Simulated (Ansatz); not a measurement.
# ZrSe2: the cost of one run

Program: Ansatz 0.2.0. Level of theory: DFT PBE+D3(BJ), scalar-relativistic, plane waves, PAW. These are calculated values, not measurements.

The COD entry's cell or inner coordinates are ideal or old and differ from later refinements, so a difference from it is no clean test against experiment.

## 1. The starting structure

It takes space group P-3m1 (No. 164, trigonal). The conventional cell has a = 3.736 Å, b = 3.736 Å, c = 6.036 Å, α = 90.00°, β = 90.00°, γ = 120.00°. Around Zr (site symmetry -3m) lie 6 Se at 2.68 Å. Around Se (site symmetry 3m) lie 3 Zr at 2.68 Å.

Coordinates:

```xyz
3
Lattice="3.7361 0.0000 0.0000 -1.8681 3.2356 0.0000 0.0000 0.0000 6.0364" Properties=species:S:1:pos:R:3 pbc="T T T"
Zr    0.0000    0.0000    0.0000
Se    0.0000    2.1571    1.5981
Se    1.8681    1.0785    4.4383
```

This cell was relaxed beforehand with the same method: volume 24.32 Å³/atom, gap on the mesh none (metal).

## 2. A stricter relaxation, with the smearing for a metal

Response runs need a geometry at rest under their own mesh and occupations; hence this stricter relaxation.

input.yaml

```yaml
crystal:
  lattice:
    - [3.7361353457, 0.0, 0.0]
    - [-1.8680676729, 3.2355881214, 0.0]
    - [0.0, 0.0, 6.0364082815]
  atoms:
    - { symbol: Zr, position: [0.0, 0.0, 0.0] }
    - { symbol: Se, position: [0.3333333333, 0.6666666667, 0.264747143] }
    - { symbol: Se, position: [0.6666666667, 0.3333333333, 0.735252857] }
basis:
  ecutwfc: 420
kpoints:
  mp_grid: { grid: [15, 15, 8] }
hamiltonian:
  xc: pbe
  dispersion: d3bj
scf:
  occupations: { method: fermi_dirac, width: 0.15 }
output:
  forces: true
  stress: true
  eigenvalues: true
relax:
  adjacent_minimum: "off"
  f_tol: 0.001
  max_steps: 60
  cell: { stress_tol: 0.01 }
```

On the command line:

```
> ansatz run input.yaml --threads 2 --pin off --max-ram 5120MiB --backend cpu --events-out ev --progress --plain --runs-dir out
```

What time and memory should one allow on 2 threads of Arm Neoverse V1, shared host?

About 70 s, with a peak of 0.59 GiB.
